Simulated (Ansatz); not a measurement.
**Ti (Titanium) (100): surface energy and levels, part 1 of 2**

This session takes Ti (Titanium) and sets out to cut the (100) surface, relax it and get its surface energy and levels.

Computed with Ansatz 0.2.0 (DFT PBE, scalar-relativistic, plane waves, PAW, unless a step's input says otherwise).

1 further run of the same task is left out (set aside as unsound or not needed).

## (1) The starting structure

It takes space group P6_3/mmc (No. 194, hexagonal). Conventional cell: a = 2.939 Å, b = 2.939 Å, c = 4.650 Å, α = 90.00°, β = 90.00°, γ = 120.00°. Ti (site symmetry -6m2) has 12 Ti at 2.88 to 2.94 Å as nearest neighbours.

As a file:

```
CELL_PARAMETERS angstrom
2.93858 0.00000 0.00000
-1.46929 2.54489 0.00000
0.00000 0.00000 4.65043
ATOMIC_POSITIONS crystal
Ti 0.33333 0.66667 0.25000
Ti 0.66667 0.33333 0.75000
```

It is the result of an earlier relaxation at this level (volume 17.39 Å³/atom; gap on the mesh: none (metal)).

The bulk reference comes from a run made before at the same settings: -2499.6673 eV/atom.

## (2) The (100) slab

Planes are indexed in the bulk's conventional cell (P6_3/mmc (No. 194)), a = 2.939 Å, b = 2.939 Å, c = 4.650 Å, α = 90.00°, β = 90.00°, γ = 120.00°.

The slab is a (100) slab, 13.6 Å thick as cut, with 15 Å of vacuum; its outer planes are Ti (top) and Ti (bottom).

The slab as cut. Its planes from the bottom up:

```tsv
plane	atoms per cell	height over the lowest (Å)
1	Ti	0.00
2	Ti	0.85
3	Ti	2.54
4	Ti	3.39
5	Ti	5.09
6	Ti	5.94
7	Ti	7.63
8	Ti	8.48
9	Ti	10.18
10	Ti	11.03
11	Ti	12.72
12	Ti	13.57
```

## (3) The slab as cut, atoms at the bulk's places

The cell repeats along c, and a dipole correction in the vacuum removes the field between the copies.

Contents of input.yaml:

```yaml
crystal:
  lattice:
    - [2.9385821063, 0.0, 0.0]
    - [0.0, 4.6504271807, 0.0]
    - [0.0, 0.0, 28.5727293609]
  atoms:
    - { symbol: Ti, position: [0.0, 0.75, 0.2624880495] }
    - { symbol: Ti, position: [0.5, 0.25, 0.2921770433] }
    - { symbol: Ti, position: [0.5, 0.75, 0.351555031] }
    - { symbol: Ti, position: [0.0, 0.25, 0.3812440248] }
    - { symbol: Ti, position: [0.0, 0.75, 0.4406220124] }
    - { symbol: Ti, position: [0.5, 0.25, 0.4703110062] }
    - { symbol: Ti, position: [0.5, 0.75, 0.5296889938] }
    - { symbol: Ti, position: [0.0, 0.25, 0.5593779876] }
    - { symbol: Ti, position: [0.0, 0.75, 0.6187559752] }
    - { symbol: Ti, position: [0.5, 0.25, 0.648444969] }
    - { symbol: Ti, position: [0.5, 0.75, 0.7078229567] }
    - { symbol: Ti, position: [0.0, 0.25, 0.7375119505] }
basis:
  ecutwfc: 420
kpoints:
  mp_grid: { grid: [12, 8, 1] }
hamiltonian:
  xc: pbe
scf:
  occupations: { method: gaussian, width: 0.1 }
output:
  forces: true
  stress: true
  eigenvalues: true
  write_density: true
  write_potential: true
  elf: true
  volumetric_format: npy
efield:
  axis: 3
  dipole_correction: true
```

Run with:

```
ansatz run input.yaml --threads 1 --pin off --max-ram 2560MiB --backend cpu --events-out ev --progress --plain --runs-dir out
```

Standard output:

```text
Warning: RAYON_NUM_THREADS=1 ignored (pool sized by the plan → 1); use --threads N
Engine: ansatz 0.2.0, aarch64-unknown-linux-gnu
Pseudopotentials: kind: paw
Pseudopotential: Ti, paw, valence charge 12, recommended cutoff 420 eV (normal), Ti.paw.azcp
Functional definition: PBE
  parameter kappa = 0.804
  parameter beta = 0.06672455060314922
  exchange = pbe_x(kappa = kappa, mu = beta*pi^2/3)
  correlation = pbe_c(beta = beta)
Crystal: 12 atoms, lattice volume = 390.465 Å³
Basis set: ecut = 420 eV, 7621 PW (Γ), exchange–correlation on 40×64×384 points (8 copies of the dense FFT grid, shifted against one another)
Bands: 87, of which v1, the nominal top of the filled ones, is band 72 counted from 1 (71 counted from 0)
Symmetry: 4 space group operations
k-points: 35 of 96
Non-local potential: Ti, projectors of the file, l = 0: 3, l = 1: 2, l = 2: 3, l = 3: 1
PAW form: soft (Blöchl's): semilocal exchange-correlation on the pseudo side does not see the compensation charge
PAW one-centre angular grid: Ti, 590 points (default); XC on 64 Gauss nodes
Initial density: superposition of atomic densities (neutral atoms: chi_scale 0, normalization atom), corrected by the library's trained network
Initial wavefunctions: pseudopotential atomic-orbital guess
Functional: x = pbe(κ = 0.804, μ = 0.2195149727645171), c = pbe(β = 0.06672455060314922)
SCF iter   1: F=—  HF=-29992.538281 eV  |F-HF|=—  |Δ(HF+E_count)|=         —  Δρ=7.41e-3  dr2=8.05e-1  ethr=1.77e-3  p=0.000 e·Å  D=7.71e-14 V/Å  ΔV_dip=-0.00 eV  dr2_dipole=1.18e-6  V_vac-E_F(+/−)=3.73/3.73 eV  ⟨swp⟩=9.2  Hψ=13874  notcnv=0
efield: sawtooth ramp at fractional position 0.9500 (placed from the atoms, in the widest stretch of the axis that holds none; the zero of the levels goes with the place), width 0.1000; the density the first Hamiltonian is built on has a dipole p = 0.000 e·Å; the dipole correction subtracts the counter field D = 7.71e-14 V/Å, which shifts the + side's vacuum level by -0.00 eV against the − side's; the planar-averaged density in the ramp window peaks in size at 8.0e-5 e/Å³
preconditioner: auto → LDOS  [metal: Δε(μ)=0.006 eV  Ē_g=2.205 eV  σ=0.100 eV  W_gap=0.04  n_scr=68 (ndim 8)  ℏωp=13.0 eV  f_vac=0.408  D(μ)=18.74/eV (n_scr^D=184)  β→1.0]
SCF iter   2: F=—  HF=-29992.527598 eV  |F-HF|=—  |Δ(HF+E_count)|=   1.07e-2  Δρ=3.06e-3  dr2=5.17e-2  ethr=5.59e-4  p=-0.000 e·Å  D=-2.28e-6 V/Å  ΔV_dip=0.00 eV  dr2_dipole=5.63e-7  V_vac-E_F(+/−)=3.79/3.79 eV  ⟨swp⟩=2.2  Hψ=4238  notcnv=0  defer=93
SCF iter   3: F=—  HF=-29992.527940 eV  |F-HF|=—  |Δ(HF+E_count)|=   3.41e-4  Δρ=9.51e-4  dr2=1.78e-2  ethr=3.59e-5  p=-0.000 e·Å  D=-2.85e-6 V/Å  ΔV_dip=0.00 eV  dr2_dipole=3.21e-8  V_vac-E_F(+/−)=3.80/3.80 eV  ⟨swp⟩=2.2  Hψ=4097  notcnv=0  defer=93
SCF iter   4: F=—  HF=-29992.527933 eV  |F-HF|=—  |Δ(HF+E_count)|=   6.60e-6  Δρ=3.56e-4  dr2=8.44e-4  ethr=1.23e-5  p=-0.000 e·Å  D=-2.75e-6 V/Å  ΔV_dip=0.00 eV  dr2_dipole=9.80e-10  V_vac-E_F(+/−)=3.80/3.80 eV  ⟨swp⟩=1.7  Hψ=3123  notcnv=0  defer=93
SCF iter   5: F=—  HF=-29992.527975 eV  |F-HF|=—  |Δ(HF+E_count)|=   4.17e-5  Δρ=8.70e-5  dr2=4.97e-5  ethr=5.86e-7  p=-0.000 e·Å  D=-1.90e-6 V/Å  ΔV_dip=0.00 eV  dr2_dipole=4.98e-10  V_vac-E_F(+/−)=3.79/3.79 eV  ⟨swp⟩=2.3  Hψ=3706  notcnv=0  defer=93
SCF iter   6: F=—  HF=-29992.528362 eV  |F-HF|=—  |Δ(HF+E_count)|=   3.87e-4  Δρ=4.78e-5  dr2=1.92e-5  ethr=3.45e-8  p=-0.000 e·Å  D=-9.75e-7 V/Å  ΔV_dip=0.00 eV  dr2_dipole=9.58e-10  V_vac-E_F(+/−)=3.79/3.79 eV  ⟨swp⟩=2.5  Hψ=4005  notcnv=0  defer=31
SCF iter   7: F=—  HF=-29992.528376 eV  |F-HF|=—  |Δ(HF+E_count)|=   1.43e-5  Δρ=2.30e-5  dr2=4.03e-6  ethr=1.33e-8  p=-0.000 e·Å  D=-2.06e-7 V/Å  ΔV_dip=0.00 eV  dr2_dipole=2.59e-14  V_vac-E_F(+/−)=3.78/3.78 eV  ⟨swp⟩=2.2  Hψ=3791  notcnv=0  defer=31
SCF iter   8: F=—  HF=-29992.528377 eV  |F-HF|=—  |Δ(HF+E_count)|=   6.22e-7  Δρ=5.01e-6  dr2=1.53e-7  ethr=2.80e-9  p=-0.000 e·Å  D=-8.87e-8 V/Å  ΔV_dip=0.00 eV  dr2_dipole=2.06e-11  V_vac-E_F(+/−)=3.78/3.78 eV  ⟨swp⟩=2.3  Hψ=3731  notcnv=0  defer=31
SCF iter   9: F=-29992.528377 eV  HF=-29992.528377 eV  |F-HF|=1.77e-9  |Δ(HF+E_count)|=   1.09e-7  Δρ=2.03e-6  dr2=2.22e-8  ethr=6.94e-11  p=-0.000 e·Å  D=-6.19e-8 V/Å  ΔV_dip=0.00 eV  dr2_dipole=1.15e-12  V_vac-E_F(+/−)=3.78/3.78 eV  ⟨swp⟩=22.3  Hψ=22622  notcnv=0
WARN: efield: at this solve's end the planar-averaged density reaches 1.04e-5 e/Å³ inside the ramp window [0.9150, 0.0850] (bound 1e-5 e/Å³), and -5.41e-7 e/Å³ on another of its planes; the window's nearer edge stands 5.07 Å from this solve's nearest atom along the axis. Its work functions, free energy, forces, stress, dipole, levels and responses can be off, and this figure does not tell by how much. A short vacuum, a low `basis.ecutwfc` or `basis.ecutrho_ratio` and negative occupations (`scf.occupations.method`) can put density there. See the manual's quickstart, § The vacuum guard
SCF 1 converged in 9 iterations: F = -29992.528377 eV  dr2 = 2.22e-8
WARN: The output density's exchange-correlation potential varies sharply where the density is thin. Do not read a vacuum level from v_tot or v_xc, or from such a field of the output density. On a cell that repeats whose density bears no net charge and no dipole along the vacuum's axis use v_es (v_loc + v_h of the components); under efield.dipole_correction with no amplitude use v_es + v_field, which holds any external_charges[].barrier, or the levels of the report's work_function block, which leave it out; under a non-zero efield.amplitude the vacuum is tilted and has no level; on a cell that repeats and bears such a dipole with no correction it is tilted too, and efield.dipole_correction with no amplitude gives each side of its ramp a level where efield: is served; in a cell that repeats whose density bears a net charge (total_charge, or a fill off its count) it is curved and has none; of a slab under crystal.periodic whose density bears no net charge use v_es, which has a level on each side, short of where the two are joined; of another it falls or rises all the way out and has none; of a slab beside external_charges read slab_vacuum_level instead, which it has where they leave it neutral. The grid or the basis barely resolves most such structure, and the values can differ between equally converged runs; as a rule a tighter scf.convergence.dr2_threshold does not remove it. Where the density itself ripples (under the LDA too) a higher basis.ecutwfc lessens it. The files hold the spikes' plane waves up to the density's cutoff. Files: v_tot_of_output_density and the like, and their columns of v_z.tsv (output.write_potential); v_xc_of_output_density and the like, and their columns of v_comp_z.tsv (output.write_potential_components). Measured: with its Gaussian average of σ = 0.25 Å subtracted twice, the exchange-correlation potential is over 0.1 eV at 1832 of the grid points where the equally averaged density (valence and model cores) is under 1e-3 e/Å³, and 1.14 eV at the most among them, at an averaged density of 1.5e-7 e/Å³. The input density's (outcome.potential() and, of a run that writes arrays, v_tot and v_xc) is over 0.1 eV, so measured, at 6 points of its own thin density, 0.137 eV at the most. See output.write_potential in the manual, Limitations
SCF converged after 9 iterations
Free energy (F): -29992.528377 eV
Harris-Foulkes:  -29992.528377 eV  (|F-HF|=1.77e-9)
Internal energy: -29992.432133 eV  (E = F + TS)
E sigma→0 (E₀):  -29992.480255 eV
Entropy (-TS):   -0.096244 eV (-8.020 meV/atom)
Fermi energy:    5.485571 eV
Dipole field:    D = 0.000001 V/Å  (p = 0.000002 e·Å, saw-weighted, corrected)
Work function:   Φ+ = 3.7820 eV   Φ− = 3.7821 eV
Levels:          The Fermi level and band energies are counted from a zero that moves with the ramp; work functions are not
Vacuum region:   at the solve's end the planar-averaged density reaches 1.04e-5 e/Å³ inside the ramp window [0.9150, 0.0850] (bound 1e-5 e/Å³), and -5.41e-7 e/Å³ on another of its planes
--- Per-component energies (eV) ---
  E_band       = -3029.650729
  E_kinetic    = 3260.850613
  E_local      = -153493.515437  (includes V_loc(G=0)·N_el)
  E_nonlocal   = 100.377134
  E_hartree    = 75305.173645
  E_xc         = -1164.278568
  E_vxc        = -1455.998608  (∫ρ·V_xc dr)
  E_paw        = -12571.666540  (= ΣΔE_a)
  E_vpaw       = -2051.687951  (= ΣTr[D̂ρ^β])
  E_aug_tail   = 0.001388  (compensation charges beyond the density's cutoff)
  E_efield     = 0.000000  (sawtooth field / dipole correction)
  E_vefield    = 0.000000  (∫n·V_field dr)
  E_ewald      = 58570.625632
  E_smearing   = -0.096244  (= −TS)
  E_closure    = 0.000000  (closes the sum)
  Σ components = -29992.528377   (vs F -29992.528377, Δ=0.00e0)
--- Forces (eV/Å), atoms counted from 1 ---
  atom   1  Ti     0.00000000     0.00000000     0.27995767
  atom   2  Ti     0.00000000     0.00000000     0.14128853
  atom   3  Ti     0.00000000     0.00000000    -0.26464721
  atom   4  Ti     0.00000000     0.00000000    -0.05393587
  atom   5  Ti     0.00000000     0.00000000    -0.08347544
  atom   6  Ti     0.00000000     0.00000000    -0.04327299
  atom   7  Ti     0.00000000     0.00000000     0.04327347
  atom   8  Ti     0.00000000     0.00000000     0.08347517
  atom   9  Ti     0.00000000     0.00000000     0.05393494
  atom  10  Ti     0.00000000     0.00000000     0.26464722
  atom  11  Ti     0.00000000     0.00000000    -0.14128825
  atom  12  Ti     0.00000000     0.00000000    -0.27995771
  max |Σ_I F_I| component: 4.78e-7 eV/Å
--- Stress (GPa, compression-positive) ---
       -1.538852       0.000000       0.000000
        0.000000      -1.555868       0.000000
        0.000000       0.000000      -1.029655
  P = ⅓ Tr σ = -1.3748 GPa (-13.748 kbar)
--- Band table (eV; the first three rows and the last of 35) ---
  k-point 0: bands = ["-51.5277", "-51.5277", "-51.3511", "-51.3421", "-51.2922", "-51.2550", "-51.2439", "-51.2344", "-51.2294", "-51.2286", "-51.1869", "-51.1771", "-27.9902", "-27.9899", "-27.9612", "-27.9495", "-27.8929", "-27.8457", "-27.7753", "-27.7505", "-27.6849", "-27.6710", "-27.6265", "-27.5579", "-27.5385", "-27.5383", "-27.5361", "-27.4450", "-27.4380", "-27.4366", "-27.4316", "-27.4281", "-27.4185", "-27.3816", "-27.3595", "-27.3507", "-27.3495", "-27.3478", "-27.3275", "-27.3199", "-27.3157", "-27.2876", "-27.2785", "-27.2720", "-27.2474", "-27.2437", "-27.2373", "-27.2095", "-0.5460", "-0.0889", "0.6058", "1.4302", "2.2378", "2.8575", "2.9327", "3.2653", "3.4048", "3.6388", "3.6708", "3.7232", "3.8192", "3.9932", "4.4410", "4.8548", "4.8742", "4.9121", "5.0328", "5.1329", "5.4612", "5.6380", "5.7303", "5.7990", "5.9900", "6.0710", "6.1046", "6.1332", "6.2251", "6.2776", "6.3088", "6.3428", "6.3696", "6.3978", "6.4478", "6.4724", "6.5469", "6.5941", "6.6143"]
  k-point 1: bands = ["-51.5265", "-51.5265", "-51.3466", "-51.3381", "-51.2887", "-51.2543", "-51.2447", "-51.2359", "-51.2334", "-51.2308", "-51.1911", "-51.1797", "-27.9993", "-27.9991", "-27.9345", "-27.9242", "-27.8733", "-27.8361", "-27.7902", "-27.7895", "-27.6695", "-27.6342", "-27.6241", "-27.5829", "-27.5339", "-27.5338", "-27.5243", "-27.4714", "-27.4397", "-27.4270", "-27.4241", "-27.4148", "-27.4129", "-27.3801", "-27.3626", "-27.3563", "-27.3514", "-27.3488", "-27.3393", "-27.3163", "-27.3152", "-27.3062", "-27.2841", "-27.2772", "-27.2641", "-27.2425", "-27.2422", "-27.2138", "-0.4158", "0.0358", "0.7194", "1.5228", "2.2874", "2.8083", "2.8677", "3.2125", "3.4246", "3.5843", "3.6348", "3.7578", "3.9537", "4.0672", "4.3680", "4.7122", "4.8252", "4.8905", "4.9319", "5.1760", "5.5104", "5.5108", "5.7106", "5.8178", "6.0391", "6.0713", "6.1348", "6.1746", "6.1853", "6.2694", "6.3051", "6.3077", "6.3531", "6.3646", "6.4396", "6.4630", "6.4734", "6.4888", "6.5205"]
  k-point 2: bands = ["-51.5236", "-51.5236", "-51.3339", "-51.3268", "-51.2790", "-51.2534", "-51.2473", "-51.2465", "-51.2442", "-51.2294", "-51.2025", "-51.1870", "-28.0118", "-28.0116", "-27.8680", "-27.8645", "-27.8309", "-27.8251", "-27.8051", "-27.8018", "-27.7219", "-27.6499", "-27.5820", "-27.5493", "-27.5219", "-27.5218", "-27.5123", "-27.4953", "-27.4387", "-27.4259", "-27.4149", "-27.4147", "-27.4058", "-27.3810", "-27.3760", "-27.3733", "-27.3689", "-27.3669", "-27.3468", "-27.3263", "-27.3220", "-27.3090", "-27.2966", "-27.2917", "-27.2867", "-27.2569", "-27.2482", "-27.2259", "-0.0365", "0.3991", "1.0496", "1.7896", "2.4335", "2.5921", "2.7681", "2.9581", "3.3841", "3.4017", "3.5326", "3.5706", "4.2431", "4.2675", "4.3961", "4.5507", "4.7180", "4.7988", "5.0014", "5.1979", "5.2839", "5.5915", "5.7607", "5.7845", "5.9088", "5.9795", "5.9940", "6.0512", "6.0571", "6.1733", "6.1845", "6.2369", "6.3088", "6.3553", "6.3755", "6.3889", "6.4319", "6.4768", "6.4819"]
  k-point 34: bands = ["-51.4827", "-51.4827", "-51.2511", "-51.2511", "-51.2327", "-51.2327", "-51.2252", "-51.2252", "-51.1985", "-51.1985", "-51.1936", "-51.1936", "-27.9536", "-27.9536", "-27.9209", "-27.9209", "-27.8941", "-27.8941", "-27.8572", "-27.8572", "-27.8178", "-27.8178", "-27.7978", "-27.7978", "-27.7843", "-27.7843", "-27.5582", "-27.5582", "-27.5139", "-27.5139", "-27.4798", "-27.4798", "-27.4647", "-27.4647", "-27.4230", "-27.4230", "-27.4152", "-27.4152", "-27.3887", "-27.3887", "-27.3884", "-27.3884", "-27.3632", "-27.3632", "-27.3431", "-27.3431", "-27.3423", "-27.3423", "3.0277", "3.0277", "3.0307", "3.0307", "3.2589", "3.2589", "3.2827", "3.2827", "3.5183", "3.5183", "3.8209", "3.8209", "4.6583", "4.6583", "4.7269", "4.7269", "4.7507", "4.7507", "4.8527", "4.8527", "4.8891", "4.8891", "5.1648", "5.1648", "5.4672", "5.4672", "5.7034", "5.7034", "5.9613", "5.9613", "6.0851", "6.0851", "6.3414", "6.3414", "6.6918", "6.6918", "6.9880", "6.9880", "7.0815"]
```

Run time: 3.8 min. Hardware: 1 thread of Arm Neoverse V1, shared host; peak memory 1 GiB.

This gives work function 3.78 eV.

Plane-averaged electrostatic potential energy of an electron across the slab, counted from the Fermi level:

z (Å), V (eV) and a bar:
```
     1.79       3.78 ##############################
     2.38       3.78 ##############################
     2.68       3.78 ##############################
     3.27       3.78 ##############################
     3.87       3.77 ##############################
     4.46       3.74 ##############################
     4.76       3.71 ##############################
     5.36       3.51 #############################
     5.95       2.84 ############################
     6.25       2.04 ##########################
     6.85      -2.40 #################
     7.44      -8.12 ######
     8.04     -10.67 
     8.33      -8.63 ####
     8.93      -3.88 ##############
     9.52      -4.38 #############
     9.82      -6.72 ########
    10.42     -10.80 
    11.01      -7.54 #######
    11.61      -3.12 ################
    11.91      -3.27 ###############
    12.50      -7.76 ######
    13.10     -10.69 
    13.39      -8.87 ####
    13.99      -4.21 ##############
    14.58      -4.21 ##############
    15.18      -8.87 ####
    15.48     -10.69 
    16.07      -7.76 ######
    16.67      -3.27 ###############
    16.97      -3.12 ################
    17.56      -7.54 #######
    18.16     -10.80 
    18.75      -6.72 ########
    19.05      -4.38 #############
    19.64      -3.88 ##############
    20.24      -8.63 ####
    20.54     -10.67 
    21.13      -8.12 ######
    21.73      -2.40 #################
    22.32       2.04 ##########################
    22.62       2.84 ############################
    23.22       3.51 #############################
    23.81       3.71 ##############################
    24.11       3.74 ##############################
    24.70       3.77 ##############################
    25.30       3.78 ##############################
    25.89       3.78 ##############################
    26.19       3.78 ##############################
    26.79       3.78 ##############################
```

Density in a lattice plane of the grid's cell (edges 2.94 and 28.57 Å, at 0.250 of the third edge), which holds Ti.

Ten even steps from '0' (0.00 e/Å³) to '9' (10.09 e/Å³):
```
000000
000000
000000
000000
730003
000000
005950
000000
840004
000000
001310
410001
000000
004940
000000
000000
000000
000000
000000
000000
```
Columns run along the first of these edges and rows up along the second, over one cell in 6 and 20 even steps from the bottom left corner. Atoms in the plane (fractional): Ti at (0.50, 0.29), Ti at (0.00, 0.38), Ti at (0.50, 0.47), Ti at (0.00, 0.56), Ti at (0.50, 0.65), Ti at (0.00, 0.74).

ELF in the same plane.

Values, 12 rows by 6 columns:
```
0.00 0.00 0.00 0.00 0.00 0.00
0.01 0.02 0.05 0.06 0.05 0.02
0.38 0.63 0.11 0.19 0.11 0.63
0.29 0.13 0.55 0.59 0.55 0.13
0.55 0.35 0.11 0.28 0.11 0.35
0.30 0.15 0.20 0.35 0.20 0.15
0.22 0.17 0.20 0.26 0.20 0.17
0.20 0.21 0.25 0.28 0.25 0.21
0.71 0.40 0.09 0.06 0.09 0.40
0.06 0.05 0.05 0.04 0.05 0.05
0.00 0.00 0.00 0.00 0.00 0.00
0.00 0.00 0.00 0.00 0.00 0.00
```
Columns run along the first of these edges and rows up along the second, over one cell in 6 and 12 even steps from the bottom left corner. Atoms in the plane (fractional): Ti at (0.50, 0.29), Ti at (0.00, 0.38), Ti at (0.50, 0.47), Ti at (0.00, 0.56), Ti at (0.50, 0.65), Ti at (0.00, 0.74).

Both are smooth fields of the valence electrons: close to the nuclei they are not physical.

The highest ELF values outside the cores: 0.76 between the atoms, 2.0 Å from Ti; 0.71 outside the outer layer, 1.9 Å from Ti.

(Continued in part 2 of 2.)
